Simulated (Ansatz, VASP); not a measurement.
One calculation of Sn, two programs

The input INCAR:

```
ALGO = Normal
EDIFF = 1E-6
ENCUT = 520
GGA = CA
ISIF = 2
ISMEAR = -1
LASPH = True
LCHARG = False
LREAL = False
LWAVE = False
NBANDS = 13
NELM = 80
PREC = Accurate
SIGMA = 0.1
```

The input KPOINTS:

```
k-points
0
Gamma
  13 13 13
```

File POSCAR:

```
Sn
1.0
    0.0000000000      2.3475394390      2.3475394390
    2.3475394390      0.0000000000      2.3475394390
    2.3475394390      2.3475394390      0.0000000000
Sn
1
Direct
    0.0000000000      0.0000000000      0.0000000000
```

Input for Ansatz:

```yaml
crystal:
  lattice:
    - [0.0, 2.347539439, 2.347539439]
    - [2.347539439, 0.0, 2.347539439]
    - [2.347539439, 2.347539439, 0.0]
  atoms:
    - { symbol: Sn, position: [0.0, 0.0, 0.0] }
hamiltonian:
  xc: lda
  pseudopotentials:
    kind: paw
    azcp:
      Sn: "pseudopotentials/Sn.paw.azcp"
basis:
  ecutwfc: 420
  fft_grid_basis: typed
kpoints:
  mp_grid: { grid: [13, 13, 13], shift: [0, 0, 0] }
magnetization:
  spin_polarized: false
scf:
  occupations: { method: fermi_dirac, width: 0.1 }
  lower_state_search: "off"
output:
  stress: true
```

Alike in both runs: task single point; functional LDA; k mesh 13 × 13 × 13; occupations fermi-dirac, width 0.1 eV; no spin polarisation.

|  | VASP | Ansatz |
| --- | --- | --- |
| version | VASP 6.6.1 | Ansatz 0.2.0 |
| potentials or method | VASP PAW LDA potentials, release 64 (Sn_d) | plane waves (420 eV) with PAW, scalar-relativistic |
| plane-wave cutoff (eV) | 520 | 420 |
| valence electrons in the cell | 14 | 14 |

|  | VASP | Ansatz | Ansatz less VASP |
| --- | --- | --- | --- |
| pressure (GPa) | -0.1 | -0.1 | -0.01 |

Ansatz warned: «pseudo_functional_mismatch».
